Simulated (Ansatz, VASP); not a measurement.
Two plane-wave programs on Ta

The input INCAR:

```
SYSTEM = Ta
PREC = Accurate
ENCUT = 520
EDIFF = 1E-6
ISMEAR = -1
SIGMA = 0.1
LREAL = .FALSE.
LASPH = .TRUE.
NELM = 80
ALGO = Normal
ISIF = 2
LWAVE = .FALSE.
LCHARG = .TRUE.
GGA = B5
ALDAX = 1.0
AGGAX = 1.0
AGGAC = 1.0
ALDAC = 0.0
LELF = .TRUE.
LVHAR = .TRUE.
NBANDS = 18
```

Contents of KPOINTS:

```
Automatic mesh
0
G
  14 14 7
  0 0 0
```

POSCAR

```
Ta
1.0
    2.9176009711      0.0000000000      0.0000000000
   -1.4588004856      2.5267165590      0.0000000000
    0.0000000000      0.0000000000      5.2523838682
Ta
2
Direct
    0.3333333333      0.6666666667      0.2500000000
    0.6666666667      0.3333333333      0.7500000000
```

Input for Ansatz:

```yaml
crystal:
  lattice:
    - [2.9176009711, 0.0, 0.0]
    - [-1.4588004856, 2.526716559, 0.0]
    - [0.0, 0.0, 5.2523838682]
  atoms:
    - { symbol: Ta, position: [0.3333333333, 0.6666666667, 0.25] }
    - { symbol: Ta, position: [0.6666666667, 0.3333333333, 0.75] }
hamiltonian:
  xc: blyp
  pseudopotentials:
    kind: paw
    azcp:
      Ta: "pseudopotentials/Ta.paw.azcp"
basis:
  ecutwfc: 420
  fft_grid_basis: typed
kpoints:
  mp_grid: { grid: [14, 14, 7], shift: [0, 0, 0] }
magnetization:
  spin_polarized: false
scf:
  occupations: { method: fermi_dirac, width: 0.1 }
  lower_state_search: "off"
output:
  stress: true
  write_density: true
  write_potential: true
  elf: true
  volumetric_format: npy
```

Alike in both runs: task single point; functional BLYP; k mesh 14 × 14 × 7; occupations fermi-dirac, width 0.1 eV; no spin polarisation.

|  | VASP | Ansatz |
| --- | --- | --- |
| version | VASP 6.6.1 | Ansatz 0.2.0 |
| potentials or method | VASP PAW PBE potentials, release 64 (Ta_pv) | plane waves (420 eV) with PAW, scalar-relativistic |
| plane-wave cutoff (eV) | 520 | 420 |
| valence electrons in the cell | 22 | 26 |

|  | VASP | Ansatz | Ansatz less VASP |
| --- | --- | --- | --- |
| pressure (GPa) | 1.1 | 0.2 | -0.84 |
| largest component of the traceless stress (GPa) | 0.42 | 0.42 | -0.002 |

The two sets of potentials don't hold the same shells in valence.

Caveats: the PAW data sets were made with another functional, which shifts forces and pressure a little (VASP). Spin-orbit coupling is left out, which matters for the levels of Ta.
